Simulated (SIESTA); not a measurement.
# ZnSiP2 under changes of volume

One of the cells (18.876 Å³/atom); the others are scaled copies at fixed shape and fractional positions:

```
Zn P Si
1.0
    -2.68670    2.68670    5.23003
     2.68670   -2.68670    5.23003
     2.68670    2.68670   -5.23003
Zn P Si
2 4 2
Direct
  0.75000 0.25000 0.50000
  0.00000 0.00000 0.00000
  0.14230 0.62500 0.01730
  0.60770 0.12500 0.98270
  0.87500 0.85770 0.48270
  0.37500 0.39230 0.51730
  0.25000 0.75000 0.50000
  0.50000 0.50000 0.00000
```

The cell is a database's computed one.

```yaml
Program: SIESTA 5.4.2
Functional: PBEsol
Potentials_or_basis: PseudoDojo 0.4 standard (PBEsol files)
Basis: DZP (energy shift 0.003 Ry; two zetas on semicore shells)
Grid_cutoff: 800 Ry
Energy_shift: 0.003 Ry
k_mesh: 5 × 5 × 5
Occupations: fermi-dirac, width 0.05 eV
Spin: no spin polarisation
```

```csv
volume (Å³/atom),energy over the lowest point (meV/atom),pressure (GPa),gap on the mesh (eV),largest force (eV/Å)
17.744,27.18,7.4,1.06,0.369
18.121,12.53,4.9,1.11,0.309
18.499,3.85,2.6,1.15,0.246
18.876,0.00,0.7,1.19,0.187
19.254,0.59,-1.2,1.23,0.141
19.631,5.40,-2.8,1.27,0.098
20.009,?,?,?,?
```

Q: What does the run at 20.009 Å³/atom give?

A: Energy over the lowest point 13.85 meV/atom; pressure -4.3 GPa; gap on the mesh 1.31 eV; largest force 0.053 eV/Å.

Worked out: A Birch-Murnaghan fit of order 3 (a polynomial in V^(-2/3)) to the other rows has its minimum at 19.00 Å³/atom with B0 = V·E''(V) = 92 GPa and B' = 4.9 at fixed shape and positions, which overstates the stiffness. It gives 13.65 meV/atom at 20.009 Å³/atom, against the run's 13.85, and -dE/dV = -4.2 GPa, against -4.3. A straight line through the other rows of the gap, of slope 2.05 eV per unit of ln V (its deformation potential), extrapolates to 1.31 eV, against the run's 1.31.

Energies are extrapolated to zero smearing.

Caveats: short orbitals over semicore shells can move pressures by several GPa; the valence orbitals were made in a potential fitted to the semicore shell under them, which widens gaps by tenths of an eV or more; an odd mesh through Γ misses points on the zone boundary, where band edges often lie; the basis of atomic orbitals isn't converged, which shifts pressures, moduli and gaps.
